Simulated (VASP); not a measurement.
# Ir: single point with PBE

Ir:

```xyz
1
Lattice="0.0000 1.9166 1.9166 1.9166 0.0000 1.9166 1.9166 1.9166 0.0000" Properties=species:S:1:pos:R:3 pbc="T T T"
Ir    0.0000    0.0000    0.0000
```

The cell isn't the ideal one: a relaxed cell with its volume scaled by 0.97.

- Program: VASP 6.6.1
- Task: single point
- Functional: PBE
- Potentials or basis: VASP PAW PBE potentials, release 64 (Ir)
- Cutoff: 520 eV
- k mesh: 18 × 18 × 18
- Occupations: gaussian, width 0.1 eV
- Spin: collinear spin, ferromagnetic start
- Starting moments: [1] μB
- Further INCAR settings: ALGO = Fast; EDIFF = 1e-07; NBANDS = 14

The pressure is 11.5 GPa. The band gap on the k mesh is none (metal or under the smearing width). The net moment is 0.00 μB per cell and the valence electrons inside the program's atomic spheres are Ir 8.41.

Levels at points of the mesh, in eV from the Fermi level:
Spin up:
```csv
k point,band 1,band 2,band 3,band 4,band 5,band 6,band 7,band 8,band 9
"(0.00, 0.00, 0.00)",-11.21,-3.95,-3.95,-3.95,-1.24,-1.24,14.28,19.89,19.89
"(0.50, 0.00, 0.00)",-8.19,-4.06,-4.06,-0.81,0.87,0.87,7.28,13.82,19.80
"(0.50, 0.50, 0.00)",-8.00,-7.43,0.84,1.45,1.45,1.66,10.54,11.69,11.69
```
Spin down:
| k point | band 2 | band 3 | band 4 | band 5 | band 6 | band 7 |
| --- | --- | --- | --- | --- | --- | --- |
| (0.00, 0.00, 0.00) | -3.95 | -3.95 | -3.95 | -1.24 | -1.24 | 14.28 |
| (0.50, 0.00, 0.00) | -4.06 | -4.06 | -0.81 | 0.87 | 0.87 | 7.28 |
| (0.50, 0.50, 0.00) | -7.43 | 0.84 | 1.45 | 1.45 | 1.66 | 10.54 |

It took 44 s on 1 thread of Intel(R) Xeon(R) Platinum 8488C (Sapphire Rapids), on a shared host, peak memory 0.18 GiB.

The run has no spin-orbit coupling, so splittings on Ir are missing.
